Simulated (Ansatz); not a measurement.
## Lattice dynamics of HfO2 (Fm-3m): zone-centre response

Ansatz 0.2.0; DFT PBEsol, scalar-relativistic, plane waves, PAW; PAW set soft_1.

The cell comes from relaxations at this level that are not shown. The zone centre comes first: it holds the modes that light can see, as far as symmetry allows. The response to a homogeneous field gives the Born charges and the dielectric tensor.

input.yaml reads:

```yaml
crystal:
  lattice:
    - [0.0, 2.5222544473, 2.5222544473]
    - [2.5222544473, 0.0, 2.5222544473]
    - [2.5222544473, 2.5222544473, 0.0]
  atoms:
    - { symbol: Hf, position: [0.0, 0.0, 0.0] }
    - { symbol: O, position: [0.25, 0.25, 0.25] }
    - { symbol: O, position: [0.75, 0.75, 0.75] }
kpoints:
  mp_grid: { grid: [8, 8, 8] }
hamiltonian:
  xc: pbesol
  pseudopotentials: { kind: paw, azcp: { folder: soft_1 }, xc_functional: pbe }
scf:
  occupations: { method: fixed }
output:
  eigenvalues: true
phonons:
  method: dfpt
  dielectric: true
  rigid_motions: translations
```

Launch:

```
$ ansatz run input.yaml --threads 4 --pin off --max-ram 16384MiB --backend cpu --events-out ev --progress --plain --runs-dir out
```

Q: Predict the Born charge.

Neutrality makes the Born charges add up to zero. The most electronegative element, O, alone carries negative charge. Symmetry leaves 2 kinds of site among the 3 atoms, and equivalent atoms share their principal values.

Numbers from this step:

- gap on the k-mesh: 3.688 eV
- volume per atom: 10.70 Å³
- sum-rule residual before enforcement: 8.80e-6 eV/Å²
- miss of the charge sum rule: 9.26e-6 e
- highest optical mode at the zone centre (no LO-TO term): 580.2 cm⁻¹
- lowest optical zone-centre mode: 236.3 cm⁻¹
- mean high-frequency dielectric constant: 5.380
- largest Born charge (third of the trace): 5.563 e
- mean static dielectric constant: 36.70
- top of the zone-centre spectrum with the field: 617.2 cm⁻¹

Without the LO-TO term. Patterns of degenerate modes are one choice out of their space. Modes at Γ, with each element's share of the kinetic energy:

```csv
mode,frequency (cm⁻¹),symmetry,Hf %,O %
1,0.0,acoustic,85,15
2,0.0,acoustic,85,15
3,0.0,acoustic,85,15
4,236.3,T1u,15,85
5,236.3,T1u,15,85
6,236.3,T1u,15,85
7,580.2,T2g,0,100
8,580.2,T2g,0,100
9,580.2,T2g,0,100
```

Displacements in mode 5 (236.3 cm⁻¹), the largest set to 1:
```
Hf1  0.00  0.00 -0.18
O2   0.00  0.00  1.00
O3   0.00  0.00  1.00
```

Displacements in mode 7 (580.2 cm⁻¹), the largest set to 1:
```
Hf1  0.00  0.00  0.00
O2   0.00 -0.24  1.00
O3   0.00  0.24 -1.00
```

Optical modes at the zone centre, without and with the macroscopic field of the longitudinal modes; each column is sorted by frequency, so a row need not hold one and the same mode. Modes with and without the field, by row:

| rank among optical modes | no field (cm⁻¹) | q along (1, 0, 0) (cm⁻¹) |
| --- | --- | --- |
| 1 | 236.3 | 236.3 |
| 2 | 236.3 | 236.3 |
| 3 | 236.3 | 580.2 |
| 4 | 580.2 | 580.2 |
| 5 | 580.2 | 580.2 |
| 6 | 580.2 | 617.2 |

Born charge (rows field, columns displacement) (e), principal values of the symmetric part by kind of site:

```
atom  atoms with these values    low  middle   high   mean
 Hf1                        1   5.56    5.56   5.56   5.56
  O2                        2  -2.78   -2.78  -2.78  -2.78
```

In full for O2:

```
-2.78  0.00  0.00
 0.00 -2.78  0.00
 0.00  0.00 -2.78
```

High-frequency dielectric tensor:

```
5.38 0.00 0.00
0.00 5.38 0.00
0.00 0.00 5.38
```

Static dielectric tensor (ions relaxed, fixed cell):

```
36.70  0.00  0.00
 0.00 36.70  0.00
 0.00  0.00 36.70
```

Transverse modes. Lines of the infrared spectrum (strongest = 100):

```csv
position (cm⁻¹),label,relative intensity
236,T1u,100
580,T2g,0.0
```

[Logs are printed without paths, hosts, clocks, repeated set-up lines and the standing remarks that a program may print on its own settings, such as how far it seeks lower states.]

[Hosts, paths, dates, database ids (printed as entryN), source tags and the programs' standing remarks are cut or masked in the printed files.]
